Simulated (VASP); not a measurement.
A run of VASP 6.6.1 is set up as follows.

Contents of INCAR:

```
  PREC = Accurate
  ENCUT = 520
  EDIFF = 1E-7
  ISMEAR = 0
  SIGMA = 0.3
  LREAL = False
  LASPH = True
  NELM = 60
  ALGO = Normal
  ISIF = 3
  LWAVE = False
  LCHARG = False
  GGA = PE
  IBRION = 2
  NSW = 80
  EDIFFG = -0.002
```

The input KPOINTS:

```
Automatic mesh
0
Gamma
  20 20 20
```

The input POSCAR:

```
Cu                                      
1.0
   -0.0000000000      1.8171076327      1.8171076327
    1.8171076327     -0.0000000000      1.8171076327
    1.8171076327      1.8171076327      0.0000000000
  Cu            
     1
Direct
     0.0000000000000000    0.0000000000000000    0.0000000000000000
```

Potentials or basis: VASP PAW PBE potentials, release 64 (Cu).

Run with:

```console
$ cat potpaw_PBE.64/Cu/POTCAR > POTCAR
$ mpirun -np 1 vasp_std > vasp.out
```

Q: Predict the relaxed volume.

A: 12.01 Å³/atom.

Q: Predict the relaxed cell.

A: a = 2.570 Å, b = 2.570 Å, c = 2.570 Å, α = 60.00°, β = 60.00°, γ = 60.00°.

Final structure:
```cif
data_structure
_symmetry_space_group_name_H-M 'P 1'
_symmetry_Int_Tables_number 1
_cell_length_a 2.5702
_cell_length_b 2.5702
_cell_length_c 2.5702
_cell_angle_alpha 60.000
_cell_angle_beta 60.000
_cell_angle_gamma 60.000
_cell_volume 12.01
loop_
_atom_site_label
_atom_site_type_symbol
_atom_site_fract_x
_atom_site_fract_y
_atom_site_fract_z
_atom_site_occupancy
Cu1 Cu 0.00000 0.00000 0.00000 1
```
